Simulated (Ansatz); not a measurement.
Band table of KF (zincblende type)

```
CELL_PARAMETERS angstrom
0.00000 2.65480 2.65480
2.65480 0.00000 2.65480
2.65480 2.65480 0.00000
ATOMIC_POSITIONS crystal
K 0.00000 0.00000 0.00000
F 0.25000 0.25000 0.25000
```

The cell comes from a relaxation on PAW files under the same functional, begun from a prototype that needn't be the stable phase.

Computed with Ansatz 0.2.0; functional PBEsol, scalar-relativistic. Settings: a Γ-centred 13×13×13 k mesh, Fermi–Dirac smearing of 0.05 eV, no spin polarisation. Methods: LAPW: all electrons, basis error target 1 meV/atom.

This run: volume at 0.75 of the series' base cell.

Path points, in fractions of the reciprocal vectors: Γ (0.000, 0.000, 0.000), X (-0.500, -0.500, 0.000), U (-0.375, -0.375, 0.250), K (-0.375, 0.000, 0.375), L (0.000, 0.000, 0.500), W (-0.500, -0.250, 0.250). The distance column jumps between branches of the path. Levels in eV from the valence-band top; bands 6 to 14, counted from the lowest band of the run. The gap is 5.96 eV, the pressure 12.89 GPa.

```
# k(1/Å) point b6 b7 b8 b9 b10 b11 b12 b13 b14
0.000 Γ -18.63 -8.68 -8.68 -8.68 -0.61 -0.61 -0.61 5.96 12.75
0.148 - -18.64 -8.69 -8.69 -8.68 -0.64 -0.59 -0.59 6.10 12.38
0.296 - -18.69 -8.73 -8.73 -8.67 -0.70 -0.52 -0.52 6.50 11.68
0.444 - -18.77 -8.80 -8.80 -8.66 -0.77 -0.43 -0.43 7.09 10.91
0.592 - -18.85 -8.87 -8.87 -8.66 -0.83 -0.31 -0.31 7.76 10.21
0.740 - -18.94 -8.94 -8.94 -8.65 -0.87 -0.19 -0.19 8.38 9.65
0.888 - -19.01 -9.00 -9.00 -8.65 -0.90 -0.09 -0.09 8.77 9.26
1.035 - -19.06 -9.03 -9.03 -8.65 -0.91 -0.02 -0.02 8.93 9.05
1.183 X -19.08 -9.05 -9.05 -8.65 -0.91 0.00 0.00 8.97 8.98
1.236 - -19.08 -9.05 -9.05 -8.65 -0.91 0.00 0.00 8.97 8.98
1.288 - -19.08 -9.07 -9.04 -8.63 -0.90 -0.01 -0.01 8.96 9.00
1.340 - -19.08 -9.10 -9.04 -8.61 -0.87 -0.02 -0.01 8.95 9.04
1.393 - -19.08 -9.13 -9.03 -8.59 -0.85 -0.03 -0.03 8.93 9.10
1.445 - -19.08 -9.16 -9.02 -8.57 -0.81 -0.05 -0.04 8.91 9.17
1.497 - -19.08 -9.19 -9.00 -8.56 -0.77 -0.06 -0.05 8.89 9.25
1.549 - -19.08 -9.21 -8.99 -8.54 -0.73 -0.09 -0.07 8.87 9.35
1.602 U -19.07 -9.23 -8.97 -8.53 -0.69 -0.11 -0.09 8.85 9.46
2.326 K -19.07 -9.23 -8.97 -8.53 -0.69 -0.11 -0.09 8.85 9.46
2.483 - -19.05 -9.25 -8.92 -8.54 -0.57 -0.19 -0.17 8.81 9.87
2.640 - -19.01 -9.21 -8.86 -8.57 -0.52 -0.28 -0.23 8.70 10.35
2.797 - -18.94 -9.12 -8.81 -8.62 -0.54 -0.37 -0.29 8.39 10.86
2.954 - -18.86 -8.99 -8.76 -8.67 -0.59 -0.46 -0.35 7.84 11.35
3.111 - -18.78 -8.86 -8.72 -8.69 -0.63 -0.52 -0.43 7.17 11.77
3.268 - -18.70 -8.76 -8.70 -8.70 -0.64 -0.57 -0.52 6.55 12.08
3.425 - -18.64 -8.70 -8.69 -8.68 -0.62 -0.60 -0.59 6.12 12.48
3.582 Γ -18.63 -8.68 -8.68 -8.68 -0.61 -0.61 -0.61 5.96 12.75
3.710 - -18.64 -8.69 -8.68 -8.68 -0.62 -0.60 -0.60 6.07 12.62
3.838 - -18.68 -8.71 -8.70 -8.70 -0.62 -0.57 -0.57 6.36 12.39
3.966 - -18.73 -8.76 -8.72 -8.72 -0.61 -0.53 -0.53 6.81 12.19
4.094 - -18.80 -8.81 -8.75 -8.75 -0.57 -0.48 -0.48 7.34 12.03
4.222 - -18.86 -8.87 -8.78 -8.78 -0.52 -0.44 -0.44 7.89 11.84
4.350 - -18.92 -8.91 -8.80 -8.80 -0.45 -0.40 -0.40 8.40 11.35
4.478 - -18.96 -8.95 -8.82 -8.82 -0.40 -0.37 -0.37 8.81 10.93
4.606 L -18.97 -8.96 -8.82 -8.82 -0.38 -0.36 -0.36 8.98 10.74
4.711 - -18.98 -9.00 -8.83 -8.78 -0.41 -0.35 -0.33 8.98 10.66
4.816 - -18.99 -9.08 -8.84 -8.70 -0.45 -0.33 -0.28 8.97 10.46
4.920 - -19.00 -9.15 -8.87 -8.63 -0.49 -0.31 -0.23 8.95 10.22
5.025 - -19.03 -9.19 -8.91 -8.57 -0.52 -0.30 -0.17 8.92 9.97
5.129 - -19.05 -9.22 -8.96 -8.53 -0.54 -0.29 -0.10 8.91 9.72
5.234 - -19.06 -9.23 -9.01 -8.49 -0.56 -0.29 -0.05 8.91 9.50
5.339 - -19.08 -9.22 -9.05 -8.47 -0.56 -0.29 -0.01 8.96 9.32
5.443 W -19.08 -9.22 -9.07 -8.47 -0.57 -0.29 0.00 9.00 9.23
5.517 - -19.08 -9.21 -9.07 -8.47 -0.59 -0.27 0.00 9.00 9.22
5.591 - -19.08 -9.20 -9.07 -8.49 -0.65 -0.21 0.00 8.99 9.18
5.665 - -19.08 -9.18 -9.06 -8.51 -0.72 -0.16 0.00 8.99 9.14
5.739 - -19.08 -9.15 -9.06 -8.55 -0.78 -0.10 0.00 8.99 9.09
5.813 - -19.08 -9.11 -9.05 -8.58 -0.84 -0.06 0.00 8.98 9.04
5.887 - -19.08 -9.08 -9.05 -8.61 -0.88 -0.03 0.00 8.98 9.00
5.961 - -19.08 -9.06 -9.05 -8.64 -0.91 -0.01 0.00 8.97 8.98
6.035 X -19.08 -9.05 -9.05 -8.65 -0.91 0.00 0.00 8.97 8.98
```
